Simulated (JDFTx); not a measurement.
# Os in JDFTx: convergence with k mesh

Input of the first run (k mesh 2 × 2 × 1); the others differ in this setting and in those tied to it:

File Os.in:

```
lattice \
    5.1667001973    -2.5833500987     0.0000000000 \
    0.0000000000     4.4744936247     0.0000000000 \
    0.0000000000     0.0000000000     8.1630499405
coords-type Lattice
ion Os     0.6666666667     0.3333333333     0.7500000000 1
ion Os     0.3333333333     0.6666666667     0.2500000000 1

ion-species pseudo/Os.upf
elec-cutoff 37 296
elec-ex-corr gga-PBEsol
kpoint-folding 2 2 1
elec-smearing Gauss 0.0018374661
elec-n-bands 23
electronic-SCF nIterations 100 energyDiffThreshold 1e-09
electronic-minimize nIterations 30 energyDiffThreshold 1e-7
converge-empty-states yes
forces-output-coords Cartesian

dump-name run.$VAR
dump End Ecomponents EigStats BandEigs Kpoints Forces Stress
```

Potentials or basis: PseudoDojo-SR-PBEsol-0.4-stringent.

Run with:

```sh
$ jdftx -c 1 -i Os.in -o Os.out
```

Hardware: 1 thread of Arm Neoverse V1, with other jobs on the host.

| k mesh | energy less the tightest run, at zero smearing (meV/atom) | pressure (GPa) | SCF cycles | CPU time (s) | peak memory (GiB) |
| --- | --- | --- | --- | --- | --- |
| 2 × 2 × 1 | 495.29 | 5.33 | 10 | 5.9 | 0.08 |
| 3 × 3 × 2 | 500.66 | 6.57 | 12 | 13 | 0.08 |
| 4 × 4 × 2 | -120.03 | -6.64 | 11 | 16 | 0.09 |
| 6 × 6 × 3 | 69.61 | -2.40 | 11 | 26 | 0.09 |
| 7 × 7 × 4 | 38.21 | -2.49 | 11 | 41 | 0.12 |
| 9 × 9 × 5 | -11.17 | -3.53 | 11 | 62 | 0.15 |
| 11 × 11 × 6 | 8.75 | -3.16 | 9 | 92 | 0.22 |
| 13 × 13 × 7 | 0.00 | -3.40 | 10 | 130 | 0.28 |

Not settled before the last step: the energy (to 1 meV/atom), the pressure (to 0.1 GPa). Meshes of other sizes hit other points, so gaps and Fermi surfaces needn't settle smoothly. The tightest run that finished is the yardstick and may itself not be fully converged.

The run has no spin-orbit coupling, so splittings on Os are missing.
